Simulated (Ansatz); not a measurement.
HfO2: relaxed-ion elastic tensor

Level of theory: Ansatz, DFT PBE, scalar-relativistic, plane waves, PAW. Cutoff 420 eV, 8×8×8 k-points (Γ-centred), fixed occupations. No spin polarisation.

Relaxed structure:
```xyz
6
Lattice="-2.0093 2.0093 5.3235 2.0093 -2.0093 5.3235 2.0093 2.0093 -5.3235" Properties=species:S:1:pos:R:3 pbc="T T T"
Hf    0.0000    0.0000    0.0000
Hf    0.0000    2.0093    2.6617
O     0.0000    0.0000    8.4995
O     0.0000    2.0093    4.8092
O     0.0000    2.0093    0.5143
O     0.0000    0.0000    2.1474
```

It was reached by relaxing an invented guess, and it needn't be the stable form of this composition. Spin–orbit coupling is left out, which matters for heavy elements.

Task: Give the relaxed-ion elastic constants (GPa, Voigt order xx yy zz yz xz xy, on the Cartesian axes of the cell above).

Result:
C11 = 337.9, C12 = 99.0, C13 = 135.4, C22 = 337.9, C23 = 135.4, C33 = 218.4, C44 = 28.5, C55 = 28.5, C66 = 39.5 GPa; the others vanish.

Task: Is the crystal stable against homogeneous strain?

Result: Yes: the least eigenvalue of the tensor is 28.5 GPa.

Task: And the moduli of a polycrystal (Hill averages)?

Result: B = 179 GPa, G = 48 GPa, E = 131 GPa, ν = 0.38.
